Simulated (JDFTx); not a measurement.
# CdTe under changes of volume

One of the cells (32.922 Å³/atom); the others are scaled copies at fixed shape and fractional positions:

```
Te Cd
1.0
     0.00000    3.20500    3.20500
     3.20500    0.00000    3.20500
     3.20500    3.20500    0.00000
Te Cd
1 1
Direct
  0.75000 0.75000 0.75000
  0.00000 0.00000 0.00000
```

- Program: JDFTx 1.7.0 (patched build)
- Functional: PBEsol
- Potentials or basis: PseudoDojo-SR-PBEsol-0.4.1-standard with smoothed tails
- Cutoff: 1388 eV
- Density cutoff: 11102 eV
- k mesh: 7 × 7 × 7
- Occupations: fermi-dirac, width 0.05 eV
- Spin: no spin polarisation

```csv
volume (Å³/atom),energy over the lowest point (meV/atom),pressure (GPa),gap on the mesh (eV)
30.947,49.29,5.3,0.94
31.605,30.23,3.9,0.88
32.263,?,?,?
32.922,6.92,1.7,0.76
33.580,1.64,0.8,0.70
34.239,0.00,-0.1,0.64
34.897,1.63,-0.8,0.59
```

Q: What does the run at 32.263 Å³/atom give?

A: Energy over the lowest point 16.29 meV/atom; pressure 2.8 GPa; gap on the mesh 0.82 eV.

Worked out: A Birch-Murnaghan fit of order 3 (a polynomial in V^(-2/3)) to the other rows has its minimum at 34.23 Å³/atom with B0 = V·E''(V) = 41 GPa and B' = 4.9. It gives 16.30 meV/atom at 32.263 Å³/atom, against the run's 16.29, and -dE/dV = 2.8 GPa, against 2.8. A straight line through the other rows of the gap, of slope -2.94 eV per unit of ln V (its deformation potential), gives 0.82 eV, against the run's 0.82.

Energies are extrapolated to zero smearing.

Caveats: spin-orbit coupling is left out, which moves the levels of the heavy elements.
